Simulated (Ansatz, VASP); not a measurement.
**One calculation of Au, two programs**

File INCAR:

```
PREC     = Accurate       # precision mode
ENCUT    = 520            # plane-wave cutoff, eV
EDIFF    = 1E-6           # SCF threshold, eV
ISMEAR   = 0              # smearing method
SIGMA    = 0.1            # smearing width, eV
LREAL    = False          # projectors in reciprocal space
LASPH    = True           # aspherical terms in the spheres
NELM     = 80             # most SCF steps
ALGO     = Normal         # electronic algorithm
ISIF     = 2              # what is computed and relaxed
LWAVE    = False          # write WAVECAR
LCHARG   = False          # write CHGCAR
GGA      = PE             # functional
NBANDS   = 12             # bands
```

Contents of KPOINTS:

```
regular mesh
0
Gamma
  18 18 18
```

POSCAR

```
Au
1.0
    0.0000000000      2.1461688402      2.1461688402
    2.1461688402      0.0000000000      2.1461688402
    2.1461688402      2.1461688402      0.0000000000
Au
1
Direct
    0.0000000000      0.0000000000      0.0000000000
```

Input for Ansatz:

```yaml
crystal:
  lattice:
    - [0.0, 2.14616884, 2.14616884]
    - [2.14616884, 0.0, 2.14616884]
    - [2.14616884, 2.14616884, 0.0]
  atoms:
    - { symbol: Au, position: [0.0, 0.0, 0.0] }
basis:
  ecutwfc: 420
kpoints:
  mp_grid: { grid: [18, 18, 18] }
hamiltonian:
  xc: pbe
scf:
  occupations: { method: gaussian, width: 0.1 }
output:
  forces: true
  stress: true
  eigenvalues: true
```

Alike in both runs: task single point; functional PBE; k mesh 18 × 18 × 18; occupations gaussian, width 0.1 eV; no spin polarisation.

|  | VASP | Ansatz |
| --- | --- | --- |
| version | VASP 6.6.1 | Ansatz 0.2.0 |
| potentials or method | VASP PAW PBE potentials, release 64 (Au) | scalar-relativistic, plane waves, PAW |
| plane-wave cutoff (eV) | 520 | 420 |
| valence electrons in the cell | 11 | 19 |

VASP gave:

- gap on the k mesh at the Fermi level (eV): none
- pressure (GPa): -10.2

Q: Which values does Ansatz return?

A: gap on the k mesh at the Fermi level (eV): none; pressure (GPa): -10.1.

A gap of «none» marks a metal or a gap that the smearing closes. The functional is the same, so the differences come from potentials, cutoffs and numerics. The two sets of potentials don't hold the same shells in valence.

The runs have no spin-orbit coupling, so splittings on Au are missing.
